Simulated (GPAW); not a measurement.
Runs of GPAW 26.7.0 on Rh. It takes space group Fm-3m (No. 225, cubic). Conventional cell: a = 3.796 Å, b = 3.796 Å, c = 3.796 Å, α = 90.00°, β = 90.00°, γ = 90.00°. Around Rh (site symmetry m-3m) lie 12 Rh at 2.68 Å. 

```tsv
task	level	potentials or basis	spin	k mesh	cutoff (eV)	hybrids on these orbitals	band path	band points	spin axis theta (degrees)	spin axis phi (degrees)	mesh quality	pressure (GPa)	V0 of scaled cells (Å³/atom)	B0 (GPa)
one-shot levels on a semilocal density	PBE	GPAW PAW data sets (gpaw-data 1.2.1), pw	off	7 × 7 × 7	500	["HSE06", "PBE0", "YS-PBE0"]	-	-	-	-	coarse	8.0	-	-
band structure	PBE	GPAW PAW data sets (gpaw-data 1.2.1), pw	SOC, no magnetisation	12 × 12 × 12	600	-	GXWKGLUWLK,UX	60	54.7	45	not flagged	9.3	-	-
band structure	r2SCAN	GPAW PAW data sets (gpaw-data 1.2.1), pw	SOC, no magnetisation	12 × 12 × 12	600	-	GXWKGLUWLK,UX	80	90	0	not flagged	5.6	-	-
equation of state	BP86+D3(BJ)	PAW data sets generated in the run's folder for this functional, pw	off	12 × 12 × 12	600	-	-	-	-	-	not flagged	-	13.28	(b)
equation of state	PBE+D4	GPAW PAW data sets (gpaw-data 1.2.1), pw	off	12 × 12 × 12	600	-	-	-	-	-	not flagged	-	13.68	284
equation of state	PBEsol+D3(BJ)	PAW data sets generated in the run's folder for this functional, pw	off	12 × 12 × 12	600	-	-	-	-	-	not flagged	-	(a)	(c)
```

Alike in all rows: cell as given; smearing fermi-dirac 0.05 eV.

Estimate the missing entries.

(a) 13.27; (b) 308; (c) 315.

Caveats: some runs use coarse meshes; spin-orbit coupling was added after a scalar SCF, so levels and gaps hold it while energy, forces, pressure and moments don't (some runs); this program's spin-orbit splittings come out too wide for heavy elements (some runs); the cutoff is short for stress and forces, so pressures can be off by a GPa or more (some runs); one-shot exact exchange on a metal's smeared states is rough (some runs); the PAW data sets were made with another functional, which shifts forces and pressure a little (some runs).
